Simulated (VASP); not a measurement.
# KCl (F-43m) in VASP: a series of runs

Aim: see how the results for KCl move with the level of theory and the settings. Levels: HSE06, PBE. Tasks: single point.

Everything below comes from runs of VASP 6.6.1. Logs are shortened: lines on timing, memory, paths and dates and some standing lists are left out, and cuts for length are marked.

**1. The crystal as given**

It takes space group F-43m (No. 216, cubic). The conventional cell has a = 7.015 Å, b = 7.015 Å, c = 7.015 Å, α = 90.00°, β = 90.00°, γ = 90.00°. Around K (site symmetry -43m) lie 4 Cl at 3.04 Å. Cl (site symmetry -43m) has 4 K at 3.04 Å as nearest neighbours.

The cell was built by a generator and needn't be a form met in nature.

**2. Single point, HSE06**

Contents of POSCAR:

```
KCl
1.0
    0.0000000000      3.5072828304      3.5072828304
    3.5072828304      0.0000000000      3.5072828304
    3.5072828304      3.5072828304      0.0000000000
K Cl
1 1
Direct
    0.0000000000      0.0000000000      0.0000000000
    0.2500000000      0.2500000000      0.2500000000
```

Contents of INCAR.step1:

```
SYSTEM = KCl
  PREC = Accurate
  ENCUT = 520
  EDIFF = 1E-5
  ISMEAR = 0
  SIGMA = 0.01
  LREAL = .FALSE.
  LASPH = .TRUE.
  NELM = 100
  ALGO = Normal
  ISIF = 2
  LWAVE = .TRUE.
  LCHARG = .FALSE.
  NBANDS = 15
  GGA = PE
```

Contents of INCAR.step2:

```
SYSTEM = KCl
  PREC = Accurate
  ENCUT = 520
  EDIFF = 1E-6
  ISMEAR = 0
  SIGMA = 0.01
  LREAL = .FALSE.
  LASPH = .TRUE.
  NELM = 100
  ALGO = Normal
  ISIF = 2
  LWAVE = .FALSE.
  LCHARG = .FALSE.
  GGA = PE
  LHFCALC = .TRUE.
  HFSCREEN = 0.2079
  PRECFOCK = Normal
  NBANDS = 15
  ISTART = 1
```

Contents of KPOINTS:

```
regular mesh
0
G
  4 4 4
  0 0 0
```

Potentials or basis: VASP PAW PBE potentials, release 64 (K_sv, Cl).

Launch:

```console
$ cat potpaw_PBE.64/K_sv/POTCAR potpaw_PBE.64/Cl/POTCAR > POTCAR
$ cp INCAR.step1 INCAR
$ mpirun -np 1 vasp_std > vasp.out
$ cp INCAR.step2 INCAR
$ mpirun -np 1 vasp_std > vasp.out
```

OUTCAR:

```text
SYSTEM = KCl
   PREC = Accurate
   ENCUT = 520
   EDIFF = 1E-6
   ISMEAR = 0
   LREAL = .FALSE.
   LASPH = .TRUE.
   NELM = 100
   ISIF = 2
   GGA = PE
   LHFCALC = .TRUE.
   HFSCREEN = 0.2079
   PRECFOCK = Normal
   ISTART = 1

 ion  position               nearest neighbor table
   1  0.000  0.000  0.000-   2 3.04   2 3.04   2 3.04   2 3.04
   2  0.250  0.250  0.250-   1 3.04   1 3.04   1 3.04   1 3.04

  LATTYP: Found a face centered cubic cell.
 ALAT       =     7.0145656608

  Lattice vectors:

 A1 = (   0.0000000000,   3.5072828304,   3.5072828304)
 A2 = (   3.5072828304,   0.0000000000,   3.5072828304)
 A3 = (   3.5072828304,   3.5072828304,   0.0000000000)

Analysis of symmetry for initial positions (statically):
=====================================================================
 Subroutine PRICEL returns:
 Original cell was already a primitive cell.

 Routine SETGRP: Setting up the symmetry group for a
 face centered cubic supercell.

 Subroutine GETGRP returns: Found 24 space group operations
 (whereof 24 operations were pure point group operations)
 out of a pool of 48 trial point group operations.

The static configuration has the point symmetry T_d .

Analysis of symmetry for dynamics (positions and initial velocities):
=====================================================================
 Subroutine PRICEL returns:
 Original cell was already a primitive cell.

 Routine SETGRP: Setting up the symmetry group for a
 face centered cubic supercell.

 Subroutine GETGRP returns: Found 24 space group operations
 (whereof 24 operations were pure point group operations)
 out of a pool of 48 trial point group operations.

The dynamic configuration has the point symmetry T_d .

 Subroutine INISYM returns: Found 24 space group operations
 (whereof 24 operations are pure point group operations),
 and found     1 'primitive' translations

----------------------------------------------------------------------------------------

                                     Primitive cell

  volume of cell :      86.2864

  direct lattice vectors                    reciprocal lattice vectors
     0.000000000  3.507282830  3.507282830    -0.142560502  0.142560502  0.142560502
     3.507282830  0.000000000  3.507282830     0.142560502 -0.142560502  0.142560502
     3.507282830  3.507282830  0.000000000     0.142560502  0.142560502 -0.142560502

  length of vectors
     4.960046946  4.960046946  4.960046946     0.246922032  0.246922032  0.246922032

  position of ions in fractional coordinates (direct lattice)
     0.000000000  0.000000000  0.000000000
     0.250000000  0.250000000  0.250000000

  ion indices of the primitive-cell ions
   primitive index   ion index
                 1           1
                 2           2

----------------------------------------------------------------------------------------

 KPOINTS: regular mesh

Automatic generation of k-mesh.
 Grid dimensions read from file:
 generate k-points for:    4    4    4

 Generating k-lattice:

  Cartesian coordinates                     Fractional coordinates (reciprocal lattice)
    -0.035640125  0.035640125  0.035640125     0.250000000  0.000000000  0.000000000
     0.035640125 -0.035640125  0.035640125     0.000000000  0.250000000  0.000000000
     0.035640125  0.035640125 -0.035640125     0.000000000  0.000000000  0.250000000

  Length of vectors
     0.061730508  0.061730508  0.061730508

  Shift w.r.t. Gamma in fractional coordinates (k-lattice)
     0.000000000  0.000000000  0.000000000

 Subroutine IBZKPT returns following result:
 ===========================================

 Found      8 irreducible k-points:

 Following reciprocal coordinates:
            Coordinates               Weight
  0.000000  0.000000  0.000000      1.000000
  0.250000  0.000000  0.000000      8.000000
  0.500000  0.000000  0.000000      4.000000
  0.250000  0.250000  0.000000      6.000000
  0.500000  0.250000  0.000000     24.000000
 -0.250000  0.250000  0.000000     12.000000
  0.500000  0.500000  0.000000      3.000000
 -0.250000  0.500000  0.250000      6.000000
   k-points           NKPTS =      8   k-points in BZ     NKDIM =     64   number of bands    NBANDS=     15
   number of dos      NEDOS =    301   number of ions     NIONS =      2
   total plane-waves  NPLWV =  64000
   dimension x,y,z NGX =    40 NGY =   40 NGZ =   40
   dimension x,y,z NGXF=    80 NGYF=   80 NGZF=   80
   ions per type =               1   1
   NGX,Y,Z   is equivalent  to a cutoff of  13.41, 13.41, 13.41 a.u.
   NGXF,Y,Z  is equivalent  to a cutoff of  26.81, 26.81, 26.81 a.u.
 SYSTEM =  KCl
   PREC   = accura    normal or accurate (medium, high low for compatibility)
   ISTART =      1    job   : 0-new  1-cont  2-samecut
   ICHARG =      0    charge: 1-file 2-atom 10-const
   ISPIN  =      1    spin polarized calculation?
   LNONCOLLINEAR =      F non collinear calculations
   LSORBIT =      F    spin-orbit coupling
   LASPH  =      T    aspherical Exc in radial PAW
   ENCUT  =  520.0 eV  38.22 Ry    6.18 a.u.   9.22  9.22  9.22*2*pi/ulx,y,z
   NELM   =    100;   NELMIN=  2; NELMDL=  0     # of ELM steps
   EDIFF  = 0.1E-05   stopping-criterion for ELM
   LREAL  =      F    real-space projection
   EDIFFG = 0.1E-04   stopping-criterion for IOM
   NSW    =      0    number of steps for IOM
   IBRION =     -1    ionic relax: 0-MD 1-quasi-New 2-CG
   NFREE  =      0    steps in history (QN), initial steepest desc. (CG)
   ISIF   =      2    stress and relaxation
   ISYM   =      3    0-nonsym 1-usesym 2-fastsym
   POTIM  = 0.5000    time-step for ionic-motion
   TEBEG  =    0.0;   TEEND  =   0.0 temperature during run
   PSTRESS=    0.0 pullay stress
   NELECT =      16.0000    total number of electrons
   NUPDOWN=      -1.0000    fix difference up-down
   EMIN   =  10.00;   EMAX   =-10.00  energy-range for DOS
   EFERMI =   0.00;   METHOD = LEGACY
   ISMEAR =     0;   SIGMA  =   0.01  broadening in eV -4-tet -1-fermi 0-gaus
   EFERMI_NEDOS =   21; number of points for ismear=-14 and -15
   IALGO  =     38    algorithm
   IMIX   =      1    mixing-type and parameters
     AMIX     =   0.40;   BMIX     =  1.00
     AMIX_MAG =   1.60;   BMIX_MAG =  1.00
  volume/ion in A,a.u.               =      43.14       291.14
  Fermi-wavevector in a.u.,A,eV,Ry     =   0.933542  1.764139 11.857496  0.871501
  Thomas-Fermi vector in A             =   2.060255
   LORBIT       =      0    0 simple, 1 ext, 2 COOP (PROOUT), +10 PAW based schemes
   GGA     = PE    functional components
   LHFCALC =     T    Hartree Fock is set to
   PRECFOCK=normal    Normal, Fast or Accurate (Low or Medium for compatibility)
   ENCUT4O =  -1.0   cutoff for four orbital integrals eV
   NKREDX  =     1    reduce k-point grid by
   NKREDY  =     1    reduce k-point grid by
   NKREDZ  =     1    reduce k-point grid by
   AEXX    =    0.2500 exact exchange contribution
   HFSCREEN=    0.2079 screening length (either q_TF or 0.3 A-1)
   HFSCREENC=   0.2079 screening length for correlation (either q_TF or 0.3 A-1)
   ENCUTFOCK=  -1.0 apply spherical cutoff to Coloumb kernel
   IVDW    =     0    specifies the selected vdW correction
   LEPSILON=     F    determine dielectric tensor
   LRPA    =     F    only Hartree local field effects (RPA)
 non-spin polarized calculation
 Gauss-broadening in eV      SIGMA  =   0.01
  energy-cutoff  :      520.00
  volume of cell :       86.29
 maximum number of plane-waves:      2346
 NGX is ok and might be reduce to    40
  NGX = 28; NGY = 28; NGZ = 28

 number of electron      16.0000000 magnetization

 Free energy of the ion-electron system (eV)
  ---------------------------------------------------
  ext. energy  EPLUGINS =         0.00000000
  ---------------------------------------------------
  free energy    TOTEN  =        -7.66321120 eV

  energy without entropy =       -7.66321120  energy(sigma->0) =       -7.66321120

 E-fermi :  -4.0817     XC(G=0):  -5.1527

 val. band max:       -4.1897532580   @ k =   0.5000   0.5000   0.0000
 cond. band min:       1.8310830576   @ k =   0.0000   0.0000   0.0000
 fundamental gap:      6.0208363156
 Fermi energy:        -4.0816879732

 k-point     1 :       0.0000    0.0000    0.0000
  band No.  band energies     occupation
      1     -33.4928      2.00000
      2     -17.0533      2.00000
      3     -15.6355      2.00000
      4     -15.6355      2.00000
      5     -15.6355      2.00000
      6      -4.2236      2.00000
      7      -4.2236      2.00000
      8      -4.2236      2.00000
      9       1.8311      0.00000
     10       6.8062      0.00000
     11       6.8062      0.00000
     12       7.7803      0.00000
     13       7.7803      0.00000
     14       7.7803      0.00000
     15       8.7710      0.00000

 k-point     2 :       0.2500    0.0000    0.0000
  band No.  band energies     occupation
      1     -33.4912      2.00000
      2     -17.1366      2.00000
      3     -15.6413      2.00000
      4     -15.6413      2.00000
      5     -15.5405      2.00000
      6      -4.3982      2.00000
      7      -4.2094      2.00000
      8      -4.2094      2.00000
      9       2.7324      0.00000
     10       6.3318      0.00000
     11       6.3318      0.00000
     12       6.6034      0.00000
     13       7.8204      0.00000
     14       8.3321      0.00000
     15       8.3321      0.00000

 k-point     3 :       0.5000    0.0000    0.0000
  band No.  band energies     occupation
      1     -33.4897      2.00000
      2     -17.2101      2.00000
      3     -15.6471      2.00000
      4     -15.6471      2.00000
      5     -15.4565      2.00000
      6      -4.5337      2.00000
      7      -4.1961      2.00000
      8      -4.1961      2.00000
      9       4.3617      0.00000
     10       4.5639      0.00000
     11       6.2563      0.00000
     12       6.2563      0.00000
     13       7.9582      0.00000
     14       7.9582      0.00000
     15       8.6004      0.00000

 k-point     4 :       0.2500    0.2500    0.0000
  band No.  band energies     occupation
      1     -33.4907      2.00000
      2     -17.1615      2.00000
      3     -15.6495      2.00000
      4     -15.6495      2.00000
      5     -15.4990      2.00000
      6      -4.4405      2.00000
      7      -4.2078      2.00000
      8      -4.2078      2.00000
      9       2.9964      0.00000
     10       5.1949      0.00000
     11       7.1357      0.00000
     12       7.3755      0.00000
     13       8.1099      0.00000
     14       8.1099      0.00000
     15       8.6995      0.00000

 k-point     5 :       0.5000    0.2500    0.0000
  band No.  band energies     occupation
      1     -33.4892      2.00000
      2     -17.2308      2.00000
      3     -15.6672      2.00000
      4     -15.6553      2.00000
      5     -15.4072      2.00000
      6      -4.4964      2.00000
      7      -4.2684      2.00000
      8      -4.1931      2.00000
      9       3.9804      0.00000
     10       4.8642      0.00000
     11       6.2918      0.00000
     12       6.8310      0.00000
     13       8.2247      0.00000
     14       8.2910      0.00000
     15       8.5610      0.00000

 k-point     6 :      -0.2500    0.2500    0.0000
  band No.  band energies     occupation
      1     -33.4897      2.00000
      2     -17.2084      2.00000
      3     -15.6671      2.00000
      4     -15.6471      2.00000
      5     -15.4378      2.00000
      6      -4.4381      2.00000
      7      -4.2972      2.00000
      8      -4.1943      2.00000
      9       3.7330      0.00000
     10       5.3837      0.00000
     11       6.0952      0.00000
     12       6.2485      0.00000
     13       8.2364      0.00000
     14       8.4768      0.00000
     15       8.6298      0.00000

 k-point     7 :       0.5000    0.5000    0.0000
  band No.  band energies     occupation
      1     -33.4886      2.00000
      2     -17.2530      2.00000
      3     -15.6635      2.00000
      4     -15.6635      2.00000
      5     -15.3801      2.00000
      6      -4.5985      2.00000
      7      -4.1898      2.00000
      8      -4.1898      2.00000
      9       3.7578      0.00000
     10       4.8510      0.00000
     11       7.1905      0.00000
     12       7.7368      0.00000
     13       7.7368      0.00000
     14       7.9530      0.00000
     15       8.3470      0.00000

 k-point     8 :      -0.2500    0.5000    0.2500
  band No.  band energies     occupation
      1     -33.4886      2.00000
      2     -17.2514      2.00000
      3     -15.6740      2.00000
      4     -15.6639      2.00000
      5     -15.3715      2.00000
      6      -4.4282      2.00000
      7      -4.3648      2.00000
      8      -4.1942      2.00000
      9       3.9823      0.00000
     10       4.8440      0.00000
     11       7.0112      0.00000
     12       7.0602      0.00000
     13       7.5183      0.00000
     14       8.0136      0.00000
     15       8.8101      0.00000

------------------------ aborting loop because EDIFF is reached ----------------------------------------

  FORCE on cell =-STRESS in cart. coord.  units (eV):
  Direction    XX          YY          ZZ          XY          YZ          ZX
  --------------------------------------------------------------------------------------
  -------------------------------------------------------------------------------------
  Total        0.0922030      0.0922030      0.0922030      0.0000000      0.0000000     -0.0000000
  in kB        1.7120368      1.7120368      1.7120368      0.0000000      0.0000000     -0.0000000
  external PRESSURE =       1.7120368 kB  Pullay stress =       0.0000000 kB

 VOLUME and BASIS-vectors are now :
 -----------------------------------------------------------------------------
  energy-cutoff  :      520.00
  volume of cell :       86.29
      direct lattice vectors                 reciprocal lattice vectors
     0.000000000  3.507282830  3.507282830    -0.142560502  0.142560502  0.142560502
     3.507282830  0.000000000  3.507282830     0.142560502 -0.142560502  0.142560502
     3.507282830  3.507282830  0.000000000     0.142560502  0.142560502 -0.142560502

 POSITION                                       TOTAL-FORCE (eV/Angst)
 -----------------------------------------------------------------------------------
      0.00000      0.00000      0.00000        -0.000000     -0.000000     -0.000000
      1.75364      1.75364      1.75364         0.000000      0.000000      0.000000
 -----------------------------------------------------------------------------------
    total drift:                               -0.000013      0.000010      0.000006

  FREE ENERGIE OF THE ION-ELECTRON SYSTEM (eV)
  ---------------------------------------------------
  free  energy   TOTEN  =        -7.6632111992 eV

  energy  without entropy=       -7.6632111992  energy(sigma->0) =       -7.66321120
```

Wall time 8.7 min (1 thread of Intel Xeon Platinum 8488C (Sapphire Rapids), shared host); peak memory 0.35 GiB.

Results:

- Free energy: -7.6632 eV
- Pressure: 0.2 GPa
- Band gap on the k mesh: 6.02 eV, indirect (least direct gap 6.05 eV)

Levels at points of the mesh, in eV from the valence-band top:
```tsv
k point	band 5	band 6	band 7	band 8	band 9	band 10	band 11	band 12
(0.00, 0.00, 0.00)	-11.45	-0.03	-0.03	-0.03	6.02	11.00	11.00	11.97
(0.50, 0.00, 0.00)	-11.27	-0.34	-0.01	-0.01	8.55	8.75	10.45	10.45
(0.50, 0.50, 0.00)	-11.19	-0.41	0.00	0.00	7.95	9.04	11.38	11.93
```

Caveat: the PAW data sets were made with another functional, which shifts forces and pressure a little.

**3. Single point, PBE**

Contents of INCAR:

```
PREC = Accurate
ENCUT = 520
EDIFF = 1E-6
ISMEAR = 0
SIGMA = 0.01
LREAL = False
LASPH = True
NELM = 60
ALGO = Fast
ISIF = 2
LWAVE = False
LCHARG = True
GGA = PE
LELF = True
LVHAR = True
NBANDS = 15
```

Contents of KPOINTS:

```
Automatic mesh
0
Gamma
  4 4 4
```

POSCAR is that of step 2.

Potentials or basis: VASP PAW PBE potentials, release 64 (K_sv, Cl).

Launch:

```console
$ cat potpaw_PBE.64/K_sv/POTCAR potpaw_PBE.64/Cl/POTCAR > POTCAR
$ mpirun -np 1 vasp_std > vasp.out
```

Run time: 24 s. Hardware: 1 thread of Intel Xeon Platinum 8488C (Sapphire Rapids), shared host; peak memory 0.23 GiB.

The run converged. Its results:

```yaml
Free_energy: -6.6186 eV
Pressure: 0.3 GPa
Band_gap_on_the_k_mesh: 4.78 eV, indirect (least direct gap 4.81 eV)
```

Levels at points of the mesh, in eV from the valence-band top:
| k point | band 5 | band 6 | band 7 | band 8 | band 9 | band 10 | band 11 | band 12 |
| --- | --- | --- | --- | --- | --- | --- | --- | --- |
| (0.00, 0.00, 0.00) | -10.74 | -0.04 | -0.04 | -0.04 | 4.78 | 9.37 | 9.37 | 10.36 |
| (0.50, 0.00, 0.00) | -10.54 | -0.34 | -0.01 | -0.01 | 7.28 | 7.41 | 8.95 | 8.95 |
| (0.50, 0.50, 0.00) | -10.46 | -0.40 | 0.00 | 0.00 | 6.69 | 7.69 | 9.87 | 10.29 |

(Part 1 of 2 ends here.)
